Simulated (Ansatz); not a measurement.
# MnS under changes of volume

One of the cells (15.133 Å³/atom); the others are scaled copies at fixed shape and fractional positions:

```
CELL_PARAMETERS angstrom
0.00000 2.47346 2.47346
2.47346 0.00000 2.47346
2.47346 2.47346 0.00000
ATOMIC_POSITIONS crystal
Mn 0.00000 0.00000 0.00000
S 0.75000 0.75000 0.75000
```

The cell is a database's computed one.

| Item | Value |
| --- | --- |
| Program | Ansatz 0.2.0 |
| Functional | PBE |
| Potentials or basis | all-electron LAPW, scalar-relativistic |
| Cutoff | 373 eV (chosen from the basis error) |
| Basis error allowed | 0.0005 eV/atom |
| k mesh | 9 × 9 × 9 |
| Occupations | fermi-dirac, width 0.05 eV |
| Spin | collinear spin, ferromagnetic start |
| Starting moments | [4.0, 0.0] μB |

| volume (Å³/atom) | energy over the lowest point (meV/atom) | pressure (GPa) |
| --- | --- | --- |
| 14.225 | 47.34 | 13.3 |
| 14.527 | ? | ? |
| 14.830 | 11.27 | 6.1 |
| 15.133 | 2.86 | 3.0 |
| 15.435 | 0.00 | 0.2 |
| 15.738 | 2.13 | -2.3 |
| 16.041 | 8.74 | -4.5 |

**Question.** What does the run at 14.527 Å³/atom give?

**Answer.** Energy over the lowest point 25.87 meV/atom; pressure 9.5 GPa.

Worked out: A Birch-Murnaghan fit of order 3 (a polynomial in V^(-2/3)) to the other rows has its minimum at 15.45 Å³/atom with B0 = V·E''(V) = 134 GPa and B' = 4.5. It gives 25.89 meV/atom at 14.527 Å³/atom, against the run's 25.87, and -dE/dV = 9.5 GPa, against 9.5.

Energies are extrapolated to zero smearing.

Caveats: the moment fell far below its start of 4 μB, so a state of higher moment may lie lower in energy; the starting moments weren't kept.
